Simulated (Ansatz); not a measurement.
As under changes of volume

One of the cells (19.764 Å³/atom); the others are scaled copies at fixed shape and fractional positions:

```
As
1.0
     2.70368    0.00000    0.00000
     0.00000    2.70368    0.00000
     0.00000    0.00000    2.70368
As
1
Cartesian
  1.3518 1.3518 1.3518
```

This isn't the form of As at room conditions, which is rhombohedral.

- Program: Ansatz 0.2.0
- Functional: LDA
- Potentials or basis: Ansatz PAW
- Cutoff: 420 eV (not typed: the program's choice for these potentials)
- k mesh: 10 × 10 × 10
- Occupations: fermi-dirac, width 0.05 eV
- Spin: no spin polarisation

```tsv
volume (Å³/atom)	energy over the lowest point (meV/atom)	pressure (GPa)
18.578	3.61	2.6
18.973	0.00	0.4
19.368	1.32	-1.5
19.764	7.07	-3.2
20.159	16.81	-4.7
20.554	30.17	-6.1
20.949	?	?
```

Task: What does the run at 20.949 Å³/atom give?

Result: Energy over the lowest point 46.79 meV/atom; pressure -7.3 GPa.

Worked out: A Birch-Murnaghan fit of order 3 (a polynomial in V^(-2/3)) to the other rows has its minimum at 19.06 Å³/atom with B0 = V·E''(V) = 94 GPa and B' = 4.0. It gives 46.78 meV/atom at 20.949 Å³/atom, against the run's 46.79, and -dE/dV = -7.4 GPa, against -7.3.

Energies are extrapolated to zero smearing.

Caveats: the PAW data sets come from PBE, with cores solved anew for the run's functional, which leaves a small shift of forces and pressure.
